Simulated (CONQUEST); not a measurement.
## CdO (Monteponite) in CONQUEST: convergence with supercell

Input of the first run (supercell 1 boxes an edge, Gamma point alone); the others differ in this setting and in those tied to it:

Conquest_input

```
IO.Title CdO
IO.Coordinates coords.dat
IO.FractionalAtomicCoords T
IO.Iprint 2
IO.Iprint_init 1
General.NumberOfSpecies 2
General.PseudopotentialType hamann
AtomMove.TypeOfRun static
AtomMove.FullStress T
Grid.GridCutoff 150
DM.SolutionMethod diagon
Diag.MPMesh T
Diag.GammaCentred T
Diag.MPMeshX 1
Diag.MPMeshY 1
Diag.MPMeshZ 1
Diag.kT 0.00183747
minE.SCTolerance 1e-6
SC.MaxIters 100
IO.AtomChargeOutput T
%block ChemicalSpeciesLabel
1 112.410 Cd
2 16.000 O
%endblock
```

The input coords.dat:

```
    6.2789831016     0.0000000000     0.0000000000
    0.0000000000     6.2789831016     0.0000000000
    0.0000000000     0.0000000000     8.8798230596
4
  0.0000000000   0.0000000000   0.0000000000 1 T T T
  0.5000000000   0.5000000000   0.5000000000 1 T T T
  0.0000000000   0.0000000000   0.5000000000 2 T T T
  0.5000000000   0.5000000000   0.0000000000 2 T T T
```

Potentials or basis: PseudoDojo NC LDA, SZ, grid cutoff 150 Ha.

The run is started by

```sh
$ OMP_NUM_THREADS=1 Conquest
```

Hardware: 1 thread of AMD EPYC 7B13 (Zen 3), on a shared host.

```csv
supercell,"energy less the tightest run, at zero smearing (meV/atom)",pressure (GPa),gap on the mesh (eV),SCF cycles,CPU time (s),peak memory (GiB)
"1 boxes an edge, Gamma point alone",1848.92,22.96,0.150,18,17,0.31
"2 boxes an edge, Gamma point alone",388.36,11.85,0.199,10,84,2
"3 boxes an edge, Gamma point alone",0.00,10.56,1.038,10,320,6.7
```

Not settled before the last step: the energy (to 1 meV/atom), the pressure (to 0.1 GPa), the gap on the mesh (to 0.01 eV). The tightest run that finished is the yardstick and may itself not be fully converged.

Caveat, for the tightest run too: the k mesh is coarse (spacing up to 0.63 Å⁻¹), so the values aren't converged; the atomic basis is small; the result breaks the symmetry of the cell; an odd mesh through Γ misses points on the zone boundary, where band edges often lie; the basis of atomic orbitals isn't converged, which shifts pressures, moduli and gaps; the real-space grid breaks the cell's symmetry a little.
